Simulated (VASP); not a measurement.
# Sc (I4/mmm) in VASP: a series of runs

Runs on Sc. Level: LDA. Tasks: single point.

Program: VASP 6.6.1. These are calculated values, not measurements. Logs are shortened: lines on timing, memory, paths and dates and some standing lists are left out, and cuts for length are marked.

## (1) The cell of the first run

It takes space group I4/mmm (No. 139, tetragonal). Conventional cell: a = 3.163 Å, b = 3.163 Å, c = 4.677 Å, α = 90.00°, β = 90.00°, γ = 90.00°. Around Sc (site symmetry 4/mmm) lie 12 Sc at 3.16 to 3.24 Å.

This isn't the form of Sc at room conditions, which is hcp.

## (2) Single point, LDA (strain -0.015 along x and y, +0.030 along z, atoms carried along)

INCAR

```
SYSTEM = Sc
ALGO     = Fast           ! electronic algorithm
EDIFF    = 1E-7           ! SCF threshold, eV
ENCUT    = 520            ! plane-wave cutoff, eV
ISIF     = 2              ! what is computed and relaxed
ISMEAR   = 0              ! smearing method
LASPH    = .True.         ! aspherical terms in the spheres
LCHARG   = .False.        ! write CHGCAR
LREAL    = .False.        ! projectors in reciprocal space
LWAVE    = .False.        ! write WAVECAR
NBANDS   = 12             ! bands
NELM     = 60             ! most SCF steps
PREC     = Accurate       ! precision mode
SIGMA    = 0.15           ! smearing width, eV
```

KPOINTS

```
k-points
0
Gamma
  18 18 18
  0 0 0
```

POSCAR

```
Sc
1.0
    0.0000000000      2.2364425000      2.3386150000
    2.2364425000      0.0000000000      2.3386150000
    2.2364425000      2.2364425000      0.0000000000
Sc
1
Direct
    0.0000000000      0.0000000000      0.0000000000
```

Potentials or basis: VASP PAW LDA potentials, release 64 (Sc_sv).

On the command line:

```
cat potpaw_LDA.64/Sc_sv/POTCAR > POTCAR
mpirun -np 1 vasp_std > vasp.out
```

OUTCAR:

```text
SYSTEM = Sc
   EDIFF = 1E-7
   ENCUT = 520
   ISIF = 2
   ISMEAR = 0
   LASPH = .True.
   LREAL = .False.
   NELM = 60
   PREC = Accurate

 ion  position               nearest neighbor table
   1  0.000  0.000  0.000-

  LATTYP: Found a body centered tetragonal cell.
 ALAT       =     3.1628073150
 C/A-ratio  =     1.4788223038

  Lattice vectors:

 A1 = (  -2.2364425000,   0.0000000000,   2.3386150000)
 A2 = (   2.2364425000,   0.0000000000,   2.3386150000)
 A3 = (   0.0000000000,   2.2364425000,  -2.3386150000)

Analysis of symmetry for initial positions (statically):
=====================================================================
 Subroutine PRICEL returns:
 Original cell was already a primitive cell.

 Routine SETGRP: Setting up the symmetry group for a
 body centered tetragonal supercell.

 Subroutine GETGRP returns: Found 16 space group operations
 (whereof 16 operations were pure point group operations)
 out of a pool of 16 trial point group operations.

The static configuration has the point symmetry D_4h.

Analysis of symmetry for dynamics (positions and initial velocities):
=====================================================================
 Subroutine PRICEL returns:
 Original cell was already a primitive cell.

 Routine SETGRP: Setting up the symmetry group for a
 body centered tetragonal supercell.

 Subroutine GETGRP returns: Found 16 space group operations
 (whereof 16 operations were pure point group operations)
 out of a pool of 16 trial point group operations.

The dynamic configuration has the point symmetry D_4h.

 Subroutine INISYM returns: Found 16 space group operations
 (whereof 16 operations are pure point group operations),
 and found     1 'primitive' translations

----------------------------------------------------------------------------------------

                                     Primitive cell

  volume of cell :      23.3940

  direct lattice vectors                    reciprocal lattice vectors
     0.000000000  2.236442500  2.338615000    -0.223569352  0.223569352  0.213801759
     2.236442500  0.000000000  2.338615000     0.223569352 -0.223569352  0.213801759
     2.236442500  2.236442500  0.000000000     0.223569352  0.223569352 -0.213801759

  length of vectors
     3.235860809  3.235860809  3.162807315     0.381677484  0.381677484  0.381677484

  position of ions in fractional coordinates (direct lattice)
     0.000000000  0.000000000  0.000000000

  ion indices of the primitive-cell ions
   primitive index   ion index
                 1           1

----------------------------------------------------------------------------------------

 KPOINTS: k-points

Automatic generation of k-mesh.
 Grid dimensions read from file:
 generate k-points for:   18   18   18

 Generating k-lattice:

  Cartesian coordinates                     Fractional coordinates (reciprocal lattice)
    -0.012420520  0.012420520  0.011877875     0.055555556  0.000000000  0.000000000
     0.012420520 -0.012420520  0.011877875     0.000000000  0.055555556  0.000000000
     0.012420520  0.012420520 -0.011877875    -0.000000000 -0.000000000  0.055555556

  Length of vectors
     0.021204305  0.021204305  0.021204305

  Shift w.r.t. Gamma in fractional coordinates (k-lattice)
     0.000000000  0.000000000  0.000000000

 Subroutine IBZKPT returns following result:
 ===========================================

 Found    480 irreducible k-points:

 Following reciprocal coordinates:
            Coordinates               Weight
  0.000000  0.000000  0.000000      1.000000
  0.055556  0.000000  0.000000      8.000000
  0.111111  0.000000  0.000000      8.000000
  0.166667  0.000000  0.000000      8.000000
  0.222222 -0.000000  0.000000      8.000000
  0.277778  0.000000  0.000000      8.000000
[... 16 lines left out ...]
 -0.277778  0.055556  0.000000      8.000000
 -0.222222  0.055556  0.000000      8.000000
 [... further k-points ...]
   k-points           NKPTS =    480   k-points in BZ     NKDIM =    480   number of bands    NBANDS=     12
   number of dos      NEDOS =    301   number of ions     NIONS =      1
   total plane-waves  NPLWV =  13824
   dimension x,y,z NGX =    24 NGY =   24 NGZ =   24
   dimension x,y,z NGXF=    48 NGYF=   48 NGZF=   48
   ions per type =               1
   NGX,Y,Z   is equivalent  to a cutoff of  12.33, 12.33, 12.62 a.u.
   NGXF,Y,Z  is equivalent  to a cutoff of  24.66, 24.66, 25.23 a.u.
 SYSTEM =  Sc
   PREC   = accura    normal or accurate (medium, high low for compatibility)
   ISTART =      0    job   : 0-new  1-cont  2-samecut
   ICHARG =      2    charge: 1-file 2-atom 10-const
   ISPIN  =      1    spin polarized calculation?
   LNONCOLLINEAR =      F non collinear calculations
   LSORBIT =      F    spin-orbit coupling
   LASPH  =      T    aspherical Exc in radial PAW
   ENCUT  =  520.0 eV  38.22 Ry    6.18 a.u.   6.02  6.02  5.88*2*pi/ulx,y,z
   NELM   =     60;   NELMIN=  2; NELMDL= -5     # of ELM steps
   EDIFF  = 0.1E-06   stopping-criterion for ELM
   LREAL  =      F    real-space projection
   EDIFFG = 0.1E-05   stopping-criterion for IOM
   NSW    =      0    number of steps for IOM
   IBRION =     -1    ionic relax: 0-MD 1-quasi-New 2-CG
   NFREE  =      0    steps in history (QN), initial steepest desc. (CG)
   ISIF   =      2    stress and relaxation
   ISYM   =      2    0-nonsym 1-usesym 2-fastsym
   POTIM  = 0.5000    time-step for ionic-motion
   TEBEG  =    0.0;   TEEND  =   0.0 temperature during run
   PSTRESS=    0.0 pullay stress
   NELECT =      11.0000    total number of electrons
   NUPDOWN=      -1.0000    fix difference up-down
   EMIN   =  10.00;   EMAX   =-10.00  energy-range for DOS
   EFERMI =   0.00;   METHOD = LEGACY
   ISMEAR =     0;   SIGMA  =   0.15  broadening in eV -4-tet -1-fermi 0-gaus
   EFERMI_NEDOS =   21; number of points for ismear=-14 and -15
   IALGO  =     68    algorithm
   IMIX   =      4    mixing-type and parameters
     AMIX     =   0.40;   BMIX     =  1.00
     AMIX_MAG =   1.60;   BMIX_MAG =  1.00
  volume/ion in A,a.u.               =      23.39       157.87
  Fermi-wavevector in a.u.,A,eV,Ry     =   1.273027  2.405672 22.049575  1.620598
  Thomas-Fermi vector in A             =   2.405873
   LORBIT       =      0    0 simple, 1 ext, 2 COOP (PROOUT), +10 PAW based schemes
   GGA     = CA    functional components
   LHFCALC =     F    Hartree Fock is set to
   AEXX    =    0.0000 exact exchange contribution
   IVDW    =     0    specifies the selected vdW correction
   LEPSILON=     F    determine dielectric tensor
   LRPA    =     F    only Hartree local field effects (RPA)
 non-spin polarized calculation
 RMM-DIIS sequential band-by-band and
 Gauss-broadening in eV      SIGMA  =   0.15
  energy-cutoff  :      520.00
  volume of cell :       23.39
 maximum number of plane-waves:       652
   NGX = 13   NGY = 13   NGZ = 11

 number of electron      10.9999999 magnetization

 Free energy of the ion-electron system (eV)
  ---------------------------------------------------
  ext. energy  EPLUGINS =         0.00000000
  ---------------------------------------------------
  free energy    TOTEN  =        -6.68395723 eV

  energy without entropy =       -6.66376715  energy(sigma->0) =       -6.67386219

 E-fermi :   3.8351     XC(G=0): -10.3562

 val. band max:        3.8320709963   @ k =   0.4444   0.0000   0.1667
 cond. band min:       3.8351425626   @ k =  -0.2778   0.1111   0.2778
 fundamental gap:      0.0030715663
 Fermi energy:         3.8351283104

 k-point     1 :       0.0000    0.0000    0.0000
  band No.  band energies     occupation
      1     -44.8638      2.00000
      2     -23.5809      2.00000
      3     -23.5797      2.00000
      4     -23.5797      2.00000
      5      -1.4020      2.00000
      6       5.2217      0.00000
      7       5.5398      0.00000
      8       5.5398      0.00000
      9       6.6977      0.00000
     10       7.0744      0.00000
     11      16.7514      0.00000
     12      19.7607      0.00000

 k-point     2 :       0.0556    0.0000    0.0000
  band No.  band energies     occupation
      1     -44.8615      2.00000
      2     -23.5954      2.00000
      3     -23.5829      2.00000
      4     -23.5812      2.00000
      5      -1.3192      2.00000
      6       5.2220      0.00000
      7       5.5083      0.00000
      8       5.5718      0.00000
      9       6.6801      0.00000
     10       7.0469      0.00000
     11      16.8358      0.00000
     12      19.4346      0.00000

 k-point     3 :       0.1111    0.0000    0.0000
  band No.  band energies     occupation
      1     -44.8546      2.00000
      2     -23.6394      2.00000
      3     -23.5897      2.00000
      4     -23.5854      2.00000
      5      -1.0757      2.00000
      6       5.1488      0.00000
      7       5.4875      0.00000
      8       5.6573      0.00000
      9       6.6468      0.00000
     10       6.9797      0.00000
     11      16.9947      0.00000
     12      18.3262      0.00000
[... 286 lines left out ...]
 k-point    23 :      -0.2778    0.0556    0.0000
  band No.  band energies     occupation
      1     -44.8109      2.00000
      2     -23.9063      2.00000
      3     -23.6443      2.00000
      4     -23.6063      2.00000
      5       0.6999      2.00000
      6       4.3461      0.00000
      7       5.3730      0.00000
      8       5.7832      0.00000
      9       6.9780      0.00000
     10       7.3628      0.00000
     11      13.7110      0.00000
     12      16.8983      0.00000

 k-point    24 :      -0.2222    0.0556    0.0000
  band No.  band energies     occupation
      1     -44.8244      2.00000
      2     -23.8251      2.00000
      3     -23.6302      2.00000
      4     -23.5976      2.00000
      5       0.0992      2.00000
      6       4.5707      0.00000
      7       5.4663      0.00000
      8       5.8602      0.00000
      9       6.7736      0.00000
     10       7.0722      0.00000
     11      14.9452      0.00000
     12      17.2450      0.00000

 [... further k-points ...]

------------------------ aborting loop because EDIFF is reached ----------------------------------------

  FORCE on cell =-STRESS in cart. coord.  units (eV):
  Direction    XX          YY          ZZ          XY          YZ          ZX
  --------------------------------------------------------------------------------------
  -------------------------------------------------------------------------------------
  Total       -0.2684292     -0.2684292     -0.4886489      0.0000000      0.0000000      0.0000000
  in kB      -18.3838329    -18.3838329    -33.4659618      0.0000000      0.0000000      0.0000000
  external PRESSURE =     -23.4112092 kB  Pullay stress =       0.0000000 kB

 VOLUME and BASIS-vectors are now :
 -----------------------------------------------------------------------------
  energy-cutoff  :      520.00
  volume of cell :       23.39
      direct lattice vectors                 reciprocal lattice vectors
     0.000000000  2.236442500  2.338615000    -0.223569352  0.223569352  0.213801759
     2.236442500  0.000000000  2.338615000     0.223569352 -0.223569352  0.213801759
     2.236442500  2.236442500  0.000000000     0.223569352  0.223569352 -0.213801759

 POSITION                                       TOTAL-FORCE (eV/Angst)
 -----------------------------------------------------------------------------------
      0.00000      0.00000      0.00000         0.000000      0.000000      0.000000
 -----------------------------------------------------------------------------------
    total drift:                                0.000000      0.000000      0.000000

  FREE ENERGIE OF THE ION-ELECTRON SYSTEM (eV)
  ---------------------------------------------------
  free  energy   TOTEN  =        -6.6839572265 eV

  energy  without entropy=       -6.6637671498  energy(sigma->0) =       -6.67386219
```

It took 57 s on 1 thread of Intel Xeon Platinum 8488C (Sapphire Rapids), shared host; peak memory 0.23 GiB.

What came out:

| Property | Result |
| --- | --- |
| Free energy | -6.6840 eV |
| Pressure | -2.3 GPa |
| Band gap on the k mesh | none (metal or under the smearing width) |

Levels at points of the mesh, in eV from the Fermi level:
| k point | band 3 | band 4 | band 5 | band 6 | band 7 | band 8 |
| --- | --- | --- | --- | --- | --- | --- |
| (0.00, 0.00, 0.00) | -27.41 | -27.41 | -5.24 | 1.39 | 1.70 | 1.70 |
| (0.50, 0.00, 0.00) | -27.49 | -27.46 | -1.84 | 0.43 | 1.30 | 1.64 |
| (0.50, 0.50, 0.00) | -27.56 | -27.56 | -1.69 | -0.68 | 1.75 | 4.04 |
| (0.50, 0.00, 0.50) | -27.62 | -27.58 | -1.62 | -0.76 | 2.40 | 4.00 |

(Part 1 of 2 ends here.)
